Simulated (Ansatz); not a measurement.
# Ti2C (R-3m): electronic heat capacity and spin susceptibility from the density of states

Computed with Ansatz 0.2.0, DFT r2SCAN, scalar-relativistic, plane waves, PAW.

Settings: cutoff 500 eV, Γ-centred mesh 18×18×18 on the computed 3-atom cell, Gaussian smearing of 0.10 eV; no spin polarisation.

Relaxed cell: R-3m, a = 3.078 Å, b = 3.078 Å, c = 14.463 Å, α = 90.00°, β = 90.00°, γ = 120.00°, 3 atoms in the primitive cell. Whether it is the stable form of this composition wasn't checked.

The density of states at the Fermi level is 1.923 states/eV in the cell of 3 atoms (1 formula unit; both spins, tetrahedra on a 27×27×27 mesh).

What Sommerfeld coefficient and Pauli susceptibility does this give?

Per formula unit N(E_F) = 1.923 states/eV. γ = (π²/3) k_B² N(E_F) N_A = 2.357 mJ/(mol K²) per state/eV, so γ = 4.5 mJ/(mol K²), a mole of formula units. χ_P = μ_B² N(E_F) N_A = 3.23×10⁻⁵ emu/mol per state/eV gives 6.2×10⁻⁵ emu/mol. This is the bare band result: a measured γ of the same phase is as a rule larger by a factor 1 + λ from phonons and spin fluctuations, the spin part of χ is larger by the Stoner factor, and a measured χ also holds orbital and core terms. N(E_F) at one energy is sensitive to the mesh where the density of states has sharp peaks.